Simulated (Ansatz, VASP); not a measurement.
# One calculation of SrCl2, two programs

The input INCAR:

```
SYSTEM = SrCl2
PREC = Accurate ; ENCUT = 520
EDIFF = 1E-6 ; ISMEAR = 0
SIGMA = 0.05 ; LREAL = .FALSE.
LASPH = .TRUE. ; NELM = 100
ALGO = Fast ; ISIF = 2
LWAVE = .FALSE. ; LCHARG = .FALSE.
GGA = PE ; NBANDS = 19
```

File KPOINTS:

```
regular mesh
0
G
  6 6 6
  0 0 0
```

The input POSCAR:

```
SrCl2
1.0
    0.0000000000      3.1936253700      4.1517129810
    3.1936253700      0.0000000000      4.1517129810
    3.1936253700      3.1936253700      0.0000000000
Sr Cl
1 2
Direct
    0.0000000000      0.0000000000      0.0000000000
    0.2500000000      0.2500000000      0.2500000000
    0.7500000000      0.7500000000      0.7500000000
```

Input for Ansatz:

```yaml
crystal:
  lattice:
    - [0.0, 3.19362537, 4.151712981]
    - [3.19362537, 0.0, 4.151712981]
    - [3.19362537, 3.19362537, 0.0]
  atoms:
    - { symbol: Sr, position: [0.0, 0.0, 0.0] }
    - { symbol: Cl, position: [0.25, 0.25, 0.25] }
    - { symbol: Cl, position: [0.75, 0.75, 0.75] }
basis:
  ecutwfc: 420
kpoints:
  mp_grid: { grid: [6, 6, 6] }
hamiltonian:
  xc: pbe
scf:
  occupations: { method: gaussian, width: 0.05 }
output:
  forces: true
  stress: true
  eigenvalues: true
```

Alike in both runs: task single point; functional PBE; k mesh 6 × 6 × 6; occupations gaussian, width 0.05 eV; no spin polarisation.

```csv
,VASP,Ansatz
version,VASP 6.6.1,Ansatz 0.2.0
potentials or method,"VASP PAW PBE potentials, release 64 (Sr_sv, Cl)","scalar-relativistic, plane waves, PAW"
plane-wave cutoff (eV),520,420
valence electrons in the cell,24,24
```

Ansatz gave:

```
gap on the k mesh at the Fermi level (eV)       : 3.06
least direct gap on the mesh (eV)               : 3.43
pressure (GPa)                                  : 1.5
largest component of the traceless stress (GPa) : 10.05
```

**Question.** What did VASP give for the same quantities?

**Answer.** gap on the k mesh at the Fermi level (eV): 3.06; least direct gap on the mesh (eV): 3.43; pressure (GPa): 1.5; largest component of the traceless stress (GPa): 10.00.

A k mesh can miss the band edges. A hybrid or GW would open this gap; PBE tends to underestimate it.
